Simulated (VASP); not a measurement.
The system is I.

```
I
1.0
    -2.08938    2.08938    2.08938
     2.08938   -2.08938    2.08938
     2.08938    2.08938   -2.08938
I
1
Direct
  0.00000 0.00000 0.00000
```

The real solid is made of molecules; this cell is a model form.

```yaml
Program: VASP 6.6.1
Task: relaxation of cell and atoms
Functional: BLYP
Potentials_or_basis: VASP PAW PBE potentials, release 64 (I)
Cutoff: 600 eV
k_mesh: 7 × 7 × 7
Occupations: tetrahedron
Spin: non-collinear spin, ferromagnetic start
Starting_moments: "[[0.5, 0.0, 0.0]] μB"
```

At the start: pressure 2.9 GPa; volume 36.48 Å³/atom.

Task: How do energy, volume and symmetry change on relaxing?

Result: Over 6 steps the energy falls by 39.1 meV/atom and the volume is 41.89 Å³/atom (+14.8 %); space group Im-3m (No. 229, to 0.05 Å); moment 0.16 μB per cell.

The path:
```tsv
step	energy change (eV)	largest force (eV/Å)	pressure (GPa)	volume (Å³)
1	0.0000	0.0000	2.94	36.48
2	-0.0382	0.0000	-0.18	42.44
3	-0.0391	0.0000	0.07	41.66
4	-0.0390	0.0000	-0.01	41.89
5	-0.0390	0.0000	-0.01	41.89
6	-0.0391	0.0000	-0.01	41.89
```

Final structure:
```yaml
crystal:
  lattice:
    - [-2.17754, 2.19298, 2.19298]
    - [2.17754, -2.19298, 2.19298]
    - [2.17754, 2.19298, -2.19298]
  atoms:
    - { symbol: I, position: [0.00000, 0.00000, 0.00000] }
```

Caveat: the PAW data sets were made with another functional, which shifts forces and pressure a little; tetrahedron occupations give inexact forces and stress in metals.
